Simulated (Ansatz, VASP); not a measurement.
# I in VASP and in Ansatz

```
I
1.0
     0.00000    2.25866    3.70127
     2.26130    0.00000    3.70127
     2.26130    2.25866    0.00000
I
1
Direct
  0.00000 0.00000 0.00000
```

Alike in both runs: functional PBE; dispersion D3(BJ); k mesh 14 × 14 × 14; occupations gaussian, width 0.1 eV; no spin polarisation.

Ansatz relaxed the structure, and its values are those at the end. VASP's run is a single point on that final structure, the one shown.

|  | VASP | Ansatz |
| --- | --- | --- |
| version | VASP 6.6.1 | Ansatz 0.2.0 |
| potentials or method | VASP PAW PBE potentials, release 64 (I) | scalar-relativistic, plane waves, PAW |
| plane-wave cutoff (eV) | 520 | 420 |
| valence electrons in the cell | 7 | 17 |

|  | VASP | Ansatz | Ansatz less VASP |
| --- | --- | --- | --- |
| gap on the k mesh at the Fermi level (eV) | none | none | - |
| pressure (GPa) | 0.0 | 0.0 | +0.03 |

A gap of «none» marks a metal or a gap that the smearing closes. The two sets of potentials don't hold the same shells in valence.

Caveats: an odd number of electrons without spin polarisation forces a metal; a magnetic or distorted state may lie lower; pairwise dispersion overbinds metals, which lowers pressure and volume. The runs have no spin-orbit coupling, so splittings on I are missing.
